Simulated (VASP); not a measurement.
# HfB2 (P6/mmm) in VASP: a series of runs, part 2 of 2

VASP 6.6.1.

## (5) Single point, r2SCAN

This run uses another cell than the first one, of 9.88 Å³/atom, 0.998 times its volume.

POSCAR reads:

```
HfB2
1.0
    3.1359224288      0.0000000000      0.0000000000
   -1.5679612144      2.7157884876      0.0000000000
    0.0000000000      0.0000000000      3.4808320394
Hf B
1 2
Direct
    0.0000000000      0.0000000000      0.0000000000
    0.3333333333      0.6666666667      0.5000000000
    0.6666666667      0.3333333333      0.5000000000
```

INCAR.step1 reads:

```
SYSTEM = HfB2
PREC     = Accurate       ! precision mode
ENCUT    = 520            ! plane-wave cutoff, eV
ISMEAR   = 0              ! smearing method
SIGMA    = 0.1            ! smearing width, eV
LREAL    = .FALSE.        ! projectors in reciprocal space
LASPH    = .TRUE.         ! aspherical terms in the spheres
NELM     = 100            ! most SCF steps
NBANDS   = 15             ! bands
GGA      = PE             ! functional
ALGO     = Normal         ! electronic algorithm
EDIFF    = 1E-4           ! SCF threshold, eV
LWAVE    = .TRUE.         ! write WAVECAR
LCHARG   = .FALSE.        ! write CHGCAR
```

INCAR.step2 reads:

```
SYSTEM = HfB2
PREC     = Accurate       ! precision mode
ENCUT    = 520            ! plane-wave cutoff, eV
EDIFF    = 1E-6           ! SCF threshold, eV
ISMEAR   = 0              ! smearing method
SIGMA    = 0.1            ! smearing width, eV
LREAL    = .FALSE.        ! projectors in reciprocal space
LASPH    = .TRUE.         ! aspherical terms in the spheres
NELM     = 100            ! most SCF steps
ALGO     = Normal         ! electronic algorithm
ISIF     = 2              ! what is computed and relaxed
LWAVE    = .FALSE.        ! write WAVECAR
LCHARG   = .FALSE.        ! write CHGCAR
METAGGA  = R2SCAN         ! meta-GGA
LMIXTAU  = .TRUE.       
NBANDS   = 15             ! bands
ISTART   = 1
```

KPOINTS reads:

```
regular mesh
0
G
  15 15 12
  0 0 0
```

Potentials or basis: VASP PAW PBE potentials, release 64 (Hf_pv, B).

The run is started by

```
$ cat potpaw_PBE.64/Hf_pv/POTCAR potpaw_PBE.64/B/POTCAR > POTCAR
$ cp INCAR.step1 INCAR
$ mpirun -np 1 vasp_std > vasp.out
$ cp INCAR.step2 INCAR
$ mpirun -np 1 vasp_std > vasp.out
```

OUTCAR:

```text
SYSTEM = HfB2
   PREC = Accurate
   ENCUT = 520
   EDIFF = 1E-6
   ISMEAR = 0
   LREAL = .FALSE.
   LASPH = .TRUE.
   NELM = 100
   ISIF = 2
   METAGGA = R2SCAN
   ISTART = 1

 ion  position               nearest neighbor table
   1  0.000  0.000  0.000-   2 2.51   3 2.51   2 2.51   3 2.51   2 2.51   2 2.51   3 2.51   3 2.51
                             3 2.51   3 2.51   2 2.51   2 2.51
   2  0.333  0.667  0.500-   3 1.81   3 1.81   3 1.81   1 2.51   1 2.51   1 2.51   1 2.51   1 2.51
                             1 2.51
   3  0.667  0.333  0.500-   2 1.81   2 1.81   2 1.81   1 2.51   1 2.51   1 2.51   1 2.51   1 2.51
                             1 2.51

  LATTYP: Found a hexagonal cell.
 ALAT       =     3.1359224288
 C/A-ratio  =     1.1099866525

  Lattice vectors:

 A1 = (   3.1359224288,   0.0000000000,   0.0000000000)
 A2 = (  -1.5679612144,   2.7157884876,   0.0000000000)
 A3 = (   0.0000000000,   0.0000000000,   3.4808320394)

Analysis of symmetry for initial positions (statically):
=====================================================================
 Subroutine PRICEL returns:
 Original cell was already a primitive cell.

 Routine SETGRP: Setting up the symmetry group for a
 hexagonal supercell.

 Subroutine GETGRP returns: Found 24 space group operations
 (whereof 24 operations were pure point group operations)
 out of a pool of 24 trial point group operations.

The static configuration has the point symmetry D_6h.

Analysis of symmetry for dynamics (positions and initial velocities):
=====================================================================
 Subroutine PRICEL returns:
 Original cell was already a primitive cell.

 Routine SETGRP: Setting up the symmetry group for a
 hexagonal supercell.

 Subroutine GETGRP returns: Found 24 space group operations
 (whereof 24 operations were pure point group operations)
 out of a pool of 24 trial point group operations.

The dynamic configuration has the point symmetry D_6h.

[... 130 lines left out ...]
   LRPA    =     F    only Hartree local field effects (RPA)
 non-spin polarized calculation
 Gauss-broadening in eV      SIGMA  =   0.10
  energy-cutoff  :      520.00
  volume of cell :       29.64
 maximum number of plane-waves:       820
 NGX is ok and might be reduce to    24
   NGX = 11   NGY = 11   NGZ = 13

 number of electron      15.9999997 magnetization

 Free energy of the ion-electron system (eV)
  ---------------------------------------------------
  ext. energy  EPLUGINS =         0.00000000
  ---------------------------------------------------
  free energy    TOTEN  =       -63.09030772 eV

  energy without entropy =      -63.08934537  energy(sigma->0) =      -63.08982655

 E-fermi :   7.7766     XC(G=0): -13.5604

 val. band max:        7.7061651406   @ k =   0.0667   0.0667   0.5000
 cond. band min:       7.7907405395   @ k =   0.0667   0.0667   0.4167
 fundamental gap:      0.0845753989
 Fermi energy:         7.7766406092

 k-point     1 :       0.0000    0.0000    0.0000
  band No.  band energies     occupation
      1     -24.1392      2.00000
      2     -23.6209      2.00000
      3     -23.6209      2.00000
      4      -6.9579      2.00000
      5       4.6146      2.00000
      6       4.6427      2.00000
      7       4.6889      2.00000
      8       4.6889      2.00000
      9      11.9794      0.00000
     10      11.9794      0.00000
     11      12.6746      0.00000
     12      12.6746      0.00000
     13      12.8765      0.00000
     14      12.9250      0.00000
[... 401 lines left out ...]
      2     -23.9867      2.00000
      3     -23.9815      2.00000
      4      -1.9507      2.00000
      5      -1.7856      2.00000
      6       1.2494      2.00000
      7       3.9341      2.00000
      8       6.5914      2.00000
      9       7.4921      1.99994
     10      10.8113      0.00000
     11      12.6346      0.00000
     12      14.9550      0.00000
     13      17.1935      0.00000
     14      18.1131      0.00000
     15      18.6683      0.00000

 [... further k-points ...]

------------------------ aborting loop because EDIFF is reached ----------------------------------------

  FORCE on cell =-STRESS in cart. coord.  units (eV):
  Direction    XX          YY          ZZ          XY          YZ          ZX
  --------------------------------------------------------------------------------------
  -------------------------------------------------------------------------------------
  Total       -0.1214852     -0.1214852     -0.1005928      0.0000000     -0.0000000     -0.0000000
  in kB       -6.5658324     -6.5658324     -5.4366720      0.0000000     -0.0000000     -0.0000000
  external PRESSURE =      -6.1894456 kB  Pullay stress =       0.0000000 kB

 VOLUME and BASIS-vectors are now :
 -----------------------------------------------------------------------------
  energy-cutoff  :      520.00
  volume of cell :       29.64
      direct lattice vectors                 reciprocal lattice vectors
     3.135922429  0.000000000  0.000000000     0.318885439  0.184108594  0.000000000
    -1.567961214  2.715788488  0.000000000     0.000000000  0.368217188  0.000000000
     0.000000000  0.000000000  3.480832039     0.000000000  0.000000000  0.287287634

 POSITION                                       TOTAL-FORCE (eV/Angst)
 -----------------------------------------------------------------------------------
      0.00000      0.00000      0.00000        -0.000000      0.000000      0.000000
     -0.00000      1.81053      1.74042         0.000000     -0.000000      0.000000
      1.56796      0.90526      1.74042        -0.000000      0.000000      0.000000
 -----------------------------------------------------------------------------------
    total drift:                               -0.000000      0.000000     -0.000000

  FREE ENERGIE OF THE ION-ELECTRON SYSTEM (eV)
  ---------------------------------------------------
  free  energy   TOTEN  =       -63.0903077239 eV

  energy  without entropy=      -63.0893453723  energy(sigma->0) =      -63.08982655
```

It took 86 s on 1 thread of Intel Xeon 6975P-C (Granite Rapids), shared host; peak memory 0.22 GiB.

Results:

* Free energy: -63.0903 eV
* Pressure: -0.6 GPa
* Band gap on the k mesh: none (metal or under the smearing width)

Caveat: the PAW data sets were made with another functional, which shifts forces and pressure a little.

## (6) Overview

```tsv
cell	k mesh	mesh quality	gap on the mesh (eV)	pressure (GPa)
P6/mmm, 9.9 Å³/atom	6 × 6 × 6	coarse	none	-1.0
P6/mmm, 9.88 Å³/atom	15 × 15 × 12	not flagged	none	-0.6
P6/mmm, 10.47 Å³/atom	15 × 15 × 12	not flagged	none	-14.0
```

Alike in all rows: task single point; level r2SCAN; potentials or basis VASP PAW PBE potentials, release 64 (Hf_pv, B); no spin polarisation; cutoff (eV) 520; smearing gaussian 0.1 eV.

Caveats: some runs use coarse meshes; the PAW data sets were made with another functional, which shifts forces and pressure a little.

Total energies depend on the potentials used, so only differences within one code and one set of settings carry meaning.
